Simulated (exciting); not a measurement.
# Se K-edge absorption of CaSe, all-electron BSE

Aim: the Se K absorption edge of CaSe with the electron–hole interaction treated explicitly, and what each term of the kernel does.

Calculated with exciting sodium; X-ray absorption, core-level Bethe-Salpeter equation, exchange and statically screened direct term, Tamm-Dancoff, all-electron LAPW+lo LDA.

The database entry behind the starting cell differs from later determinations by our own check (0.1 to 0.3 % short, probably kX units), so it need not match the best structure at ambient conditions.

### Step 1. Starting point

It takes space group Fm-3m (No. 225, cubic). Conventional cell: a = 5.912 Å, b = 5.912 Å, c = 5.912 Å, α = 90.00°, β = 90.00°, γ = 90.00°. Nearest to Se lie 6 Ca at 2.96 Å. Nearest to Ca lie 6 Se at 2.96 Å. Farther neighbours and most contacts between anions are not listed.

Structure file:

```
Se Ca
1.0
     0.00000    2.95600    2.95600
     2.95600    0.00000    2.95600
     2.95600    2.95600    0.00000
Se Ca
1 1
Direct
  0.50000 0.50000 0.50000
  0.00000 0.00000 0.00000
```

Differences between curves are given as r.m.s. difference over r.m.s. height.

### Step 2. The self-consistent potential

The species files are the program's own, with muffin-tin radii set in the input.

input.xml reads:

```
<input>
  <title>CaSe</title>
  <structure speciespath="." autormt="false" epslat="1.0e-5">
    <crystal>
      <basevect>0.0000000000 5.5860304234 5.5860304234</basevect>
      <basevect>5.5860304234 0.0000000000 5.5860304234</basevect>
      <basevect>5.5860304234 5.5860304234 0.0000000000</basevect>
    </crystal>
    <species speciesfile="Se.xml" rmt="2.300">
      <atom coord="0.5000000000 0.5000000000 0.5000000000"/>
    </species>
    <species speciesfile="Ca.xml" rmt="2.464">
      <atom coord="0.0000000000 0.0000000000 0.0000000000"/>
    </species>
  </structure>
  <groundstate do="fromscratch" xctype="LDA_PW" ngridk="4 4 4" rgkmax="7" gmaxvr="14" nempty="8" swidth="0.001" maxscl="100" epsengy="1e-5"/>
</input>
```

The run is started by

```bash
OMP_NUM_THREADS=1 mpirun -n 4 exciting
```

What it wrote:

```text
EXCITING SODIUM started
********************************************************************************
* Ground-state run starting from atomic densities                              *
********************************************************************************
+ Starting initialization                                                      +
 Lattice vectors (cartesian) :
      0.0000000000      5.5860304234      5.5860304234
      5.5860304234      0.0000000000      5.5860304234
      5.5860304234      5.5860304234      0.0000000000
 Reciprocal lattice vectors (cartesian) :
     -0.5624016368      0.5624016368      0.5624016368
      0.5624016368     -0.5624016368      0.5624016368
      0.5624016368      0.5624016368     -0.5624016368
 Unit cell volume                           :     348.6100360234
 Brillouin zone volume                      :       0.7115406552
 Species :    1 (Se)
     parameters loaded from                 :    Se.xml
     name                                   :    selenium
     nuclear charge                         :     -34.00000000
     electronic charge                      :      34.00000000
     atomic mass                            :  143935.27480000
     muffin-tin radius                      :       2.30000000
     # of radial points in muffin-tin       :     350
     atomic positions (lattice) :
       1 :   0.00000000  0.00000000  0.00000000
 Species :    2 (Ca)
     parameters loaded from                 :    Ca.xml
     name                                   :    calcium
     nuclear charge                         :     -20.00000000
     electronic charge                      :      20.00000000
     atomic mass                            :   73057.72470000
     muffin-tin radius                      :       2.46400000
     # of radial points in muffin-tin       :     350
     atomic positions (lattice) :
       1 :   0.50000000  0.50000000  0.50000000
 Total number of atoms per unit cell        :       2
 Spin treatment                             :    spin-unpolarised
 Number of Bravais lattice symmetries       :      48
 Number of crystal symmetries               :      48
 k-point grid                               :       4    4    4
 Total number of k-points                   :       8
 k-point set is reduced with crystal symmetries
 R^MT_min * |G+k|_max (rgkmax)              :       7.00000000
 Species with R^MT_min                      :       1 (Se)
 Maximum |G+k| for APW functions            :       3.04347826
 Maximum |G| for potential and density      :      14.00000000
 G-vector grid sizes                        :      36    36    36
 Total number of G-vectors                  :   16265
 Maximum angular momentum used for
     APW functions                          :       8
     computing H and O matrix elements      :       8
     potential and density                  :       8
     inner part of muffin-tin               :       2
 Total nuclear charge                       :     -54.00000000
 Total electronic charge                    :      54.00000000
 Total core charge                          :      28.00000000
 Total valence charge                       :      26.00000000
 Number of empty states                     :       8
 Total number of valence states             :      22
 Maximum Hamiltonian size                   :     198
 Maximum number of plane-waves              :     176
 Total number of local-orbitals             :      22
 Exchange-correlation type                  :       3
     Perdew-Wang, Phys. Rev. B 45, 13244 (1992)
 Smearing scheme                            :    Gaussian
 Smearing width                             :       0.00100000
 Using multisecant Broyden potential mixing
+ Ending initialization                                                        +
********************************************************************************
* Groundstate module started                                                   *
********************************************************************************
 Output level for this task is set to normal
+ Self-consistent loop started                                                 +
 Density and potential initialised from atomic data
+ SCF iteration number :    1                                                  +
 Total energy                               :     -3108.29272286
 _______________________________________________________________
 Fermi energy                               :         0.14460675
 Kinetic energy                             :      3165.89014842
 Coulomb energy                             :     -6154.71619053
 Exchange energy                            :      -114.78217593
 Correlation energy                         :        -4.68450481
 DOS at Fermi energy (states/Ha/cell)       :         0.00000000
 Electron charges :
     core                                   :        28.00000000
     core leakage                           :         0.00011644
     valence                                :        26.00000000
     interstitial                           :         3.34968149
     charge in muffin-tin spheres :
                  atom     1    Se          :        32.45658585
                  atom     2    Ca          :        18.19373266
     total charge in muffin-tins            :        50.65031851
     total charge                           :        54.00000000
 Estimated fundamental gap                  :         0.08817154
        valence-band maximum at    1      0.0000  0.0000  0.0000
     conduction-band minimum at    7      0.5000  0.5000  0.0000
[... further iterations ...]
| Convergence targets achieved. Performing final SCF iteration                 +
 Total energy                               :     -3106.02219006
 _______________________________________________________________
 Fermi energy                               :         0.15563947
 Kinetic energy                             :      3167.79180489
 Coulomb energy                             :     -6154.39682115
 Exchange energy                            :      -114.73526082
 Correlation energy                         :        -4.68191299
 DOS at Fermi energy (states/Ha/cell)       :         0.00000000
 Electron charges :
     core                                   :        28.00000000
     core leakage                           :         0.00011643
     valence                                :        26.00000000
     interstitial                           :         3.46201451
     charge in muffin-tin spheres :
                  atom     1    Se          :        32.29840880
                  atom     2    Ca          :        18.23957670
     total charge in muffin-tins            :        50.53798549
     total charge                           :        54.00000000
 Estimated fundamental gap                  :         0.06880936
        valence-band maximum at    1      0.0000  0.0000  0.0000
     conduction-band minimum at    7      0.5000  0.5000  0.0000
+ Self-consistent loop stopped                                                 +
 STATE.OUT is written
********************************************************************************
* Groundstate module stopped                                                   *
********************************************************************************
 Total time spent (seconds)                 :        71.38
- CAUTION! Warnings have been written in file WARNING.OUT !                    -
| EXCITING SODIUM stopped                                                      =
```

It took 72 s on 4 MPI ranks of Arm Neoverse V2, shared host.

The warnings file holds hints only, no warning.

The mesh shows a gap of 1.87 eV. Core levels (Dirac, from the valence top):

```csv
atom,level,energy (eV)
Se,2s1/2,-1596.6
Se,2p1/2,-1433.0
Se,2p3/2,-1391.3
Se,3s1/2,-205.2
Se,3p1/2,-149.2
Se,3p3/2,-143.4
Ca,1s1/2,-3930.1
Ca,2s1/2,-405.4
Ca,2p1/2,-329.4
Ca,2p3/2,-325.7
```

### Step 3. A richer basis for the empty states

Each species file gets more local orbitals, built from u and its energy derivative at 0.15 Ha and u at 0.9 Ha.

input.xml is that of step 2.

SPECIES.xml, added lines reads:

```
<lo l="L">  <!-- L = 0, 1, 2 -->
  <wf matchingOrder="0" trialEnergy="0.1500" searchE="false"/>
  <wf matchingOrder="1" trialEnergy="0.1500" searchE="false"/>
  <wf matchingOrder="0" trialEnergy="0.9000" searchE="false"/>
</lo>
```

The run is started by

```bash
OMP_NUM_THREADS=1 mpirun -n 4 exciting
```

What it wrote:

```text
EXCITING SODIUM started
********************************************************************************
* Ground-state run starting from atomic densities                              *
********************************************************************************
+ Starting initialization                                                      +
[... lattice and species ...]
 Spin treatment                             :    spin-unpolarised
 Number of Bravais lattice symmetries       :      48
[...]
+ Self-consistent loop stopped                                                 +
 STATE.OUT is written
********************************************************************************
* Groundstate module stopped                                                   *
********************************************************************************
 Total time spent (seconds)                 :        11.33
- CAUTION! Warnings have been written in file WARNING.OUT !                    -
| EXCITING SODIUM stopped                                                      =
[key lines of the parts left out:]
Total energy                               :     -3106.02261266
Fermi energy                               :         0.15575857
```

It took 12 s on 4 MPI ranks.

Against the first ground state the total energy moves by -6 meV an atom and the gap by 0.00 eV.

(Continued in part 2 of 3.)

[Banner, clock and machine lines of the logs are left out without a mark of their own.]

[Logs are printed without paths, hosts, clocks, repeated set-up lines and the standing remarks that a program may print on its own settings, such as how far it seeks lower states.]

[Hosts, paths, dates, database ids (printed as entryN), source tags and the programs' standing remarks are cut or masked in the printed files.]
